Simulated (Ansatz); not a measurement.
Si in Ansatz: the effect of functional

Si:

```xyz
1
Lattice="-1.5937 1.5937 1.2934 1.5937 -1.5937 1.2934 1.5937 1.5937 -1.2934" Properties=species:S:1:pos:R:3 pbc="T T T"
Si    0.0000    0.0000    0.0000
```

This isn't the form of Si at room conditions, which is diamond.

The cell isn't the ideal one: volume scaled by 0.94.

Alike in all runs:

```yaml
Program: Ansatz 0.2.0
Task: single point
Potentials_or_basis: Ansatz PAW
k_mesh: 13 × 13 × 13
Occupations: fermi-dirac, width 0.05 eV
Spin: no spin polarisation
```

```tsv
functional	cutoff	pressure (GPa)
LDA	420 eV (not typed: the program's choice for these potentials)	6.6
PBEsol	420 eV (not typed: the program's choice for these potentials)	?
r2SCAN	500 eV (not typed: the program's choice for these potentials)	6.6
```

Question: What does the run with functional PBEsol give?

Answer: Pressure 8.2 GPa.

Caveats: the PAW data sets come from PBE, with cores solved anew for the run's functional, which leaves a small shift of forces and pressure.
